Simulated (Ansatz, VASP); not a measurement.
## MgS: VASP beside Ansatz

```
Mg S
1.0
     0.00000    2.80009    2.80009
     2.80009    0.00000    2.80009
     2.80009    2.80009    0.00000
Mg S
1 1
Direct
  0.00000 0.00000 0.00000
  0.25000 0.25000 0.25000
```

Change from the starting cell: volume scaled by 0.95, crystal datasets.

Alike in both runs: task electric field gradients; functional PBE; k mesh 13 × 13 × 13; occupations fermi-dirac, width 0.05 eV; no spin polarisation.

|  | VASP | Ansatz |
| --- | --- | --- |
| version | VASP 6.6.1 | Ansatz 0.2.0 |
| potentials or method | VASP PAW PBE potentials, release 64 (Mg, S), cutoff 520 eV | all-electron PAW with datasets made for the crystal, scalar-relativistic |

Ansatz gave:

| Item | Value |
| --- | --- |
| gap on the k mesh at the Fermi level (eV) | 3.63 |
| pressure (GPa) | 3.2 |
| Vzz of the field gradient on the site that differs most (V/Å²) | 0.0 |

Q: Estimate VASP's values.

A: gap on the k mesh at the Fermi level (eV): 3.62; pressure (GPa): 3.0; Vzz of the field gradient on the site that differs most (V/Å²): 0.0.

Ansatz ran all-electron here, so the differences hold the error of VASP's frozen core and of both bases.

Caveats: an odd mesh through Γ misses points on the zone boundary, where band edges often lie.
